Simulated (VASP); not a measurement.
# BP (P6_122) in VASP: a series of runs, part 2 of 2

VASP 6.6.1. The steps go on from the part before.

## (3) Single point, PBE

Contents of INCAR:

```
SYSTEM = BP
PREC     = Accurate       ! precision mode
ENCUT    = 520            ! plane-wave cutoff, eV
EDIFF    = 1E-7           ! SCF threshold, eV
ISMEAR   = 0              ! smearing method
SIGMA    = 0.1            ! smearing width, eV
LREAL    = .False.        ! projectors in reciprocal space
LASPH    = .True.         ! aspherical terms in the spheres
NELM     = 100            ! most SCF steps
ALGO     = Fast           ! electronic algorithm
ISIF     = 2              ! what is computed and relaxed
LWAVE    = .False.        ! write WAVECAR
LCHARG   = .True.         ! write CHGCAR
GGA      = PE             ! functional
LELF     = .True.         ! ELF
LVHAR    = .True.       
NBANDS   = 36             ! bands
```

Contents of KPOINTS:

```
regular mesh
0
Gamma
  12 12 4
  0 0 0
```

Contents of POSCAR:

```
BP
1.0
    5.0586373320      0.0000000000      0.0000000000
   -2.5293186660      4.3809084380      0.0000000000
    0.0000000000      0.0000000000      9.7437035841
B P
6 6
Direct
    0.8445215052      0.4222607526      0.0833333333
    0.5777392474      0.4222607526      0.4166666667
    0.4222607526      0.8445215052      0.2500000000
    0.5777392474      0.1554784948      0.7500000000
    0.1554784948      0.5777392474      0.5833333333
    0.4222607526      0.5777392474      0.9166666667
    0.6314709373      0.2629418745      0.2500000000
    0.2629418745      0.6314709373      0.0833333333
    0.3685290627      0.6314709373      0.4166666667
    0.7370581255      0.3685290627      0.5833333333
    0.6314709373      0.3685290627      0.9166666667
    0.3685290627      0.7370581255      0.7500000000
```

Potentials or basis: VASP PAW PBE potentials, release 64 (B, P).

Started as:

```bash
$ cat potpaw_PBE.64/B/POTCAR potpaw_PBE.64/P/POTCAR > POTCAR
$ mpirun -np 1 vasp_std > vasp.out
```

OUTCAR:

```text
SYSTEM = BP
   PREC = Accurate
   ENCUT = 520
   EDIFF = 1E-7
   ISMEAR = 0
   LREAL = .False.
   LASPH = .True.
   NELM = 100
   ISIF = 2
   GGA = PE

 ion  position               nearest neighbor table
   1  0.845  0.422  0.083-   8 1.83  11 1.89   7 1.89
   2  0.578  0.422  0.417-   9 1.83  10 1.89   7 1.89
   3  0.422  0.845  0.250-   7 1.83   9 1.89   8 1.89
   4  0.578  0.155  0.750-  12 1.83  11 1.89  10 1.89
   5  0.155  0.578  0.583-  10 1.83   9 1.89  12 1.89
   6  0.422  0.578  0.917-  11 1.83   8 1.89  12 1.89
   7  0.631  0.263  0.250-   3 1.83   1 1.89   2 1.89
[... 1169 lines left out ...]

 VOLUME and BASIS-vectors are now :
 -----------------------------------------------------------------------------
  energy-cutoff  :      520.00
  volume of cell :      215.93
      direct lattice vectors                 reciprocal lattice vectors
     5.058637332  0.000000000  0.000000000     0.197681695  0.114131580  0.000000000
    -2.529318666  4.380908438  0.000000000     0.000000000  0.228263159  0.000000000
     0.000000000  0.000000000  9.743703584     0.000000000  0.000000000  0.102630380

 POSITION                                       TOTAL-FORCE (eV/Angst)
 -----------------------------------------------------------------------------------
      3.20410      1.84989      0.81198        -0.007846     -0.004530     -0.000000
      1.85454      1.84989      4.05988         0.007846     -0.004530      0.000000
      0.00000      3.69977      2.43593        -0.000000     -0.009060     -0.000000
      2.52932      0.68114      7.30778        -0.000000      0.009060      0.000000
     -0.67478      2.53102      5.68383         0.007846      0.004530      0.000000
      0.67478      2.53102      8.93173        -0.007846      0.004530     -0.000000
      2.52932      1.15192      2.43593        -0.000000      0.001756      0.000000
     -0.26706      2.76642      0.81198         0.001520      0.000878     -0.000000
      0.26706      2.76642      4.05988        -0.001520      0.000878      0.000000
      2.79638      1.61449      5.68383        -0.001520     -0.000878      0.000000
      2.26226      1.61449      8.93173         0.001520     -0.000878     -0.000000
     -0.00000      3.22898      7.30778        -0.000000     -0.001756     -0.000000
 -----------------------------------------------------------------------------------
    total drift:                                0.000000     -0.000000      0.000000

  FREE ENERGIE OF THE ION-ELECTRON SYSTEM (eV)
  ---------------------------------------------------
  free  energy   TOTEN  =       -68.4251333918 eV

  energy  without entropy=      -68.4203317299  energy(sigma->0) =      -68.42273256
```

stdout:

```text
POSCAR found type information on POSCAR B P
 POSCAR found :  2 types and      12 ions
 scaLAPACK will be used
 LDA part: xc-table for (Slater+PW92), standard interpolation
 POSCAR, INCAR and KPOINTS ok, starting setup
 FFT: planning ... GRIDC
 FFT: planning ... GRID_SOFT
 FFT: planning ... GRID
 WAVECAR not read
 entering main loop
```

Run time: 9.9 min. Hardware: 1 thread of Intel Xeon Platinum 8175M at 2.50GHz (Skylake/Cascade Lake), shared host; peak memory 0.52 GiB.

Results:

```
Free energy            : -68.4251 eV
Pressure               : -0.2 GPa
Largest force          : 0.009 eV/Å
Band gap on the k mesh : none (metal or under the smearing width)
```

Forces in eV/Å, atoms in the order of the input:
```
B   -0.008 -0.005  0.000
B    0.008 -0.005  0.000
B    0.000 -0.009  0.000
B    0.000  0.009  0.000
B    0.008  0.005  0.000
B   -0.008  0.005  0.000
P    0.000  0.002  0.000
P    0.002  0.001  0.000
P   -0.002  0.001  0.000
P   -0.002 -0.001  0.000
P    0.002 -0.001  0.000
P    0.000 -0.002  0.000
```

Stress tensor (GPa, compression positive):
```
-0.10  0.00  0.00
 0.00 -0.10  0.00
 0.00  0.00 -0.25
```
